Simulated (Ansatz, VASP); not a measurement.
**Two plane-wave programs on Ir**

```
Ir
1.0
    11.60000    0.00000    0.00000
     0.00000    9.30000    0.00000
     0.00000    0.00000    4.81839
Ir
4
Direct
  0.39961 0.50000 0.00000
  0.39961 0.50000 0.50000
  0.60039 0.50000 0.00000
  0.60039 0.50000 0.50000
```

Alike in both runs: functional PBE; k mesh 1 × 1 × 13; occupations gaussian, width 0.05 eV; collinear spin.

Ansatz relaxed the structure, and its values are those at the end. VASP's run is a single point on that final structure, the one shown.

```csv
,VASP,Ansatz
version,VASP 6.6.1,Ansatz 0.2.0
potentials or method,"VASP PAW PBE potentials, release 64 (Ir)","scalar-relativistic, plane waves, PAW"
plane-wave cutoff (eV),520,420
valence electrons in the cell,36,68
```

Ansatz gave:

| Quantity | Value |
| --- | --- |
| gap on the k mesh at the Fermi level (eV) | none |
| rms of the force components (eV/Å) | 0.001 |
| net moment per atom (μB) | 0.57 |
| size of the moment on the site where the two differ most (μB) | 0.38 |

What did VASP give for the same quantities?

gap on the k mesh at the Fermi level (eV): none; rms of the force components (eV/Å): 0.033; net moment per atom (μB): 0.57; size of the moment on the site where the two differ most (μB): 0.49.

Site moments also hang on the region over which each program counts them. A gap of «none» marks a metal or a gap that the smearing closes. The functional is the same, so the differences come from potentials, cutoffs and numerics. The two sets of potentials don't hold the same shells in valence. Ansatz warned: «xc_potential_rough_in_thin_density».

The runs have no spin-orbit coupling, so splittings on Ir are missing.
